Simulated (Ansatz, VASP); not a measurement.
# Rb: VASP beside Ansatz

INCAR

```
SYSTEM = Rb
  PREC = Accurate
  ENCUT = 520
  EDIFF = 1E-6
  ISMEAR = 0
  SIGMA = 0.15
  LREAL = .False.
  LASPH = .True.
  NELM = 100
  ALGO = Normal
  ISIF = 2
  LWAVE = .False.
  LCHARG = .False.
  GGA = PE
  IVDW = 12
  NBANDS = 16
```

Contents of KPOINTS:

```
regular mesh
0
Gamma
  12 12 6
  0 0 0
```

File POSCAR:

```
Rb
1.0
    2.4875158427     -4.3533887312      0.0000000000
    2.4875158427      4.3533887312      0.0000000000
    0.0000000000      0.0000000000      8.5922005166
Rb
2
Direct
    0.8359965595      0.1640034405      0.7500000000
    0.1640034405      0.8359965595      0.2500000000
```

Input for Ansatz:

```yaml
crystal:
  lattice:
    - [2.4875158427, -4.3533887312, 0.0]
    - [2.4875158427, 4.3533887312, 0.0]
    - [0.0, 0.0, 8.5922005166]
  atoms:
    - { symbol: Rb, position: [0.8359965595, 0.1640034405, 0.75] }
    - { symbol: Rb, position: [0.1640034405, 0.8359965595, 0.25] }
basis:
  ecutwfc: 420
kpoints:
  mp_grid: { grid: [12, 12, 6] }
hamiltonian:
  xc: pbe
  dispersion: d3bj
scf:
  occupations: { method: gaussian, width: 0.15 }
output:
  forces: true
  stress: true
  eigenvalues: true
```

Change from the starting cell: volume 93.046 Å^3 an atom, stretch along c over the lengths across it, relative to the relaxed cell 1.0625.

Alike in both runs: task single point; functional PBE; dispersion D3(BJ); k mesh 12 × 12 × 6; occupations gaussian, width 0.15 eV; no spin polarisation.

|  | VASP | Ansatz |
| --- | --- | --- |
| version | VASP 6.6.1 | Ansatz 0.2.0 |
| potentials or method | VASP PAW PBE potentials, release 64 (Rb_sv) | scalar-relativistic, plane waves, PAW |
| plane-wave cutoff (eV) | 520 | 420 |
| valence electrons in the cell | 18 | 18 |

|  | VASP | Ansatz | Ansatz less VASP |
| --- | --- | --- | --- |
| gap on the k mesh at the Fermi level (eV) | none | none | - |
| pressure (GPa) | -0.2 | -0.2 | 0.00 |
| largest component of the traceless stress (GPa) | 0.14 | 0.14 | 0.000 |

A gap of «none» marks a metal or a gap that the smearing closes.

Caveats: pairwise dispersion overbinds metals, which lowers pressure and volume.
